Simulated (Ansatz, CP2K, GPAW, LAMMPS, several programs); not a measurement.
**What each method gives for BN (rocksalt)**

Rocksalt BN, relaxed with r2SCAN in Ansatz, was computed with several methods. Space group Fm-3m (No. 225), cubic; a = 3.492 Å in the conventional setting, 5.32 Å³ an atom. Around B lie 6 N at 1.75 Å; around N lie 6 B at 1.75 Å. Note: simulated data, non-magnetic, for a generated structure that need not be the stable one.

Space group Fm-3m (No. 225). a = 3.492 Å, b = 3.492 Å, c = 3.492 Å, α = 90.00°, β = 90.00°, γ = 90.00°
```
atom  site  symmetry       x       y       z
   B    4a      m-3m  0.0000  0.0000  0.0000
   N    4b      m-3m  0.5000  0.0000  0.0000
```

Gaps and times are for a single point on this cell; volume and bulk modulus come from each method's own relaxation or energy curve at fixed shape. Times are rough, from shared hosts (Arm Neoverse V1), and each method has its own mesh and cell size. Gaps from k meshes are read at a limited set of points (mesh, symmetry points, PBE's band edges), so each method's own least gap may be somewhat smaller. Force fields have no electrons; where one was fitted to this phase, its volume and modulus reflect the fit. Minimal bases can be far off for gaps. GLLB-SC's gap includes the derivative discontinuity. d marks a direct gap, i an indirect one (no mark: not told apart), a dash a value that wasn't computed or didn't pass its checks.

| method | kind | gap (eV) | own volume (Å³/atom) | bulk modulus (GPa) | atoms computed | processor time |
| --- | --- | --- | --- | --- | --- | --- |
| BNC.tersoff (LAMMPS) | force field | – | 4.55 | 587 | 2 | 0.11 s |
| BN.extep (LAMMPS) | force field | – | 5.76 | – | 2 | 0.12 s |
| light PBE (260 eV and a coarse mesh) | light plane-wave | 1.10 i | – | – | 2 | 0.45 s |
| non-self-consistent DFTB (CP2K) | tight binding | 3.05 i | – | – | 2 | 0.87 s |
| PBE | semilocal | 1.20 i | 5.38 | 378 | 2 | 0.98 s |
| r2SCAN | semilocal | 1.34 i | 5.32 | 397 | 2 | 1.8 s |
| GLLB-SC (GPAW) | model potential | 1.82 | – | – | 2 | 4.4 s |
| PBE/single zeta (GPAW) | small basis | 0.90 i | – | – | 2 | 9.6 s |
| PBE/SZV (CP2K) | small basis | 1.32 i | 5.63 | 360 | 2 | 13 s |
| PBE/DZVP (CP2K) | small basis | 1.19 i | 5.40 | 378 | 2 | 27 s |

Against r2SCAN (1.34 eV) and with closed or daggered gaps left aside, the nearest gap at the points sampled is that of PBE/SZV (CP2K) (-0.02 eV) and the farthest that of non-self-consistent DFTB (CP2K) (+1.71 eV). r2SCAN is only a yardstick of convenience: semilocal gaps usually lie below measured ones, which GLLB-SC and hybrids aim to mend.

Volumes against r2SCAN's: BNC.tersoff (LAMMPS) -14.5 %, BN.extep (LAMMPS) +8.3 %, PBE +1.0 %, PBE/SZV (CP2K) +5.8 %, PBE/DZVP (CP2K) +1.5 %.

Relaxed on its own, the cell leaves this structure with non-self-consistent DFTB (CP2K), so no volume is listed.
